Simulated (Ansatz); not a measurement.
Write the native input for Ansatz 0.2.0 that does the following.

```yaml
Task: band structure
Functional: PBEsol
Potentials_or_basis: all-electron PAW datasets made for the crystal
Cutoff: 260 eV (chosen from the basis error)
k_mesh: 8 × 8 × 8
Occupations: fermi-dirac, width 0.05 eV
Spin: no spin polarisation
```

TePt:

```xyz
4
Lattice="1.9816 1.1441 6.6610 -1.9816 1.1441 6.6610 0.0000 -2.2881 6.6610" Properties=species:S:1:pos:R:3 pbc="T T T"
Pt    0.0000    0.0000    2.5911
Pt    0.0000    0.0000   17.3920
Te    0.0000    0.0000    8.0332
Te    0.0000    0.0000   11.9499
```

These files were run (other wordings do the same):

input.yaml

```yaml
crystal:
  lattice:
    - [1.9815661262, 1.1440577364, 6.6610334788]
    - [-1.9815661262, 1.1440577364, 6.6610334788]
    - [0.0, -2.2881154728, 6.6610334788]
  atoms:
    - { symbol: Pt, position: [0.1296666667, 0.1296666667, 0.1296666667] }
    - { symbol: Pt, position: [0.8703333333, 0.8703333333, 0.8703333333] }
    - { symbol: Te, position: [0.402, 0.402, 0.402] }
    - { symbol: Te, position: [0.598, 0.598, 0.598] }
kpoints:
  mp_grid: { grid: [8, 8, 8] }
  band_path:
    path:
      - [0.0, 0.0, 0.0]
      - [0.5, 0.0, 0.0]
      - [0.5, 0.1863329093, -0.1863329093]
    npoints: 12
scf:
  occupations: { method: fermi_dirac, width: 0.05 }
hamiltonian:
  xc: pbesol
  pseudopotentials: { kind: all_electron, datasets: crystal }
output:
  forces: true
  stress: true
  eigenvalues: true
  elf: true
  volumetric_format: npy
```

Potentials or basis: all-electron PAW datasets made for the crystal.

The run is started by

```sh
$ ansatz run input.yaml --threads 2 --pin off --max-ram 8192MiB --backend cpu --events-out ev --progress --plain --runs-dir out
```

Results of the run:

```
Pressure                : -0.3 GPa
Largest force           : 0.193 eV/Å
Band gap along the path : none (metal or under the smearing width)
```

Caveat: spin-orbit coupling is left out, which moves the levels of the heavy elements.

Run time: 25 s on 2 threads of Intel(R) Xeon(R) Platinum 8259CL CPU @ 2.50GHz (Skylake/Cascade Lake), with other jobs on the host, peak memory 0.9 GiB.
